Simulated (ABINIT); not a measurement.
Crystal: Zr.

```
Zr
1.0
     3.23200    0.00000    0.00000
    -1.61600    2.79899    0.00000
     0.00000    0.00000    5.14700
Zr
2
Direct
  0.66667 0.33333 0.75000
  0.33333 0.66667 0.25000
```

Base run:

| Quantity | Value |
| --- | --- |
| Program | ABINIT 10.8.3 (patched build) |
| Functional | PBE |
| Potentials or basis | JTH PAW PBE v2.0 |
| Cutoff | 463 eV |
| k mesh | 9 × 9 × 5 |
| Occupations | fermi-dirac, width 0.05 eV |
| Spin | no spin polarisation |

Its results: band gap on the k mesh none (metal or under the smearing width); pressure 0.4 GPa.

**Question.** The run is repeated on the same cell with these changes: functional from PBE to AM05. What comes out?

**Answer.** Band gap on the k mesh none (metal or under the smearing width); pressure -3.1 GPa.

AM05 binds more tightly than PBE, so the same cell stands under less pressure.

Caveats: the PAW data sets were made with another functional, which shifts forces and pressure a little (some runs).
